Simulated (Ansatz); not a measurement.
## Field gradients at the nuclei of PbF₂

```
CELL_PARAMETERS angstrom
3.98179 0.00000 0.00000
-1.99089 3.44833 0.00000
0.00000 0.00000 5.07683
ATOMIC_POSITIONS crystal
Pb 0.00000 0.00000 0.00000
F 0.33333 0.66667 0.19730
F 0.66667 0.33333 0.80270
```

Atom numbers follow the list: Pb1, F2, F3.

Conventional cell: a = 3.982 Å, b = 3.982 Å, c = 5.077 Å, α = 90.00°, β = 90.00°, γ = 120.00°. Pb (atom 1) is surrounded by 6 F at 2.51 Å. Around F (atom 2) lie 3 Pb at 2.51 Å.

The structure comes from a relaxation in the same program, started in the CdI2 type, and has space group P-3m1. Whether it is a known phase or the ground state wasn't checked.

Methods: DFT, PBE, all-electron PAW with datasets made for the crystal, scalar-relativistic (Ansatz 0.2.0); DFT, PBE, PAW with Ansatz's default frozen-core files, scalar-relativistic (Ansatz 0.2.0).

For the crystal-made all-electron datasets (AE datasets): a Γ-centred 14×14×8 k mesh, Fermi–Dirac smearing of 0.05 eV, cutoff 260 eV (chosen by the program for this cell), no spin polarisation. PAW takes a cutoff of 420 eV at this cell. The Ansatz runs share mesh, smearing and spin set-up.

No spin–orbit coupling: at heavy atoms the gradients can be off by tens of per cent for that reason.

Vzz is the principal value of largest size of the traceless field-gradient tensor, in 10²¹ V/m², and η = (Vxx − Vyy)/Vzz with |Vzz| ≥ |Vyy| ≥ |Vxx|.

Q: Give the field gradient at each independent site.

A: 
| site | site symmetry | Vzz (η), AE datasets | Vzz (η), PAW |
| --- | --- | --- | --- |
| Pb1 | -3m. | 26.63 (η = 0.00) | 25.52 (η = 0.00) |
| F2 | 3m. | -2.75 (η = 0.00) | -2.77 (η = 0.00) |
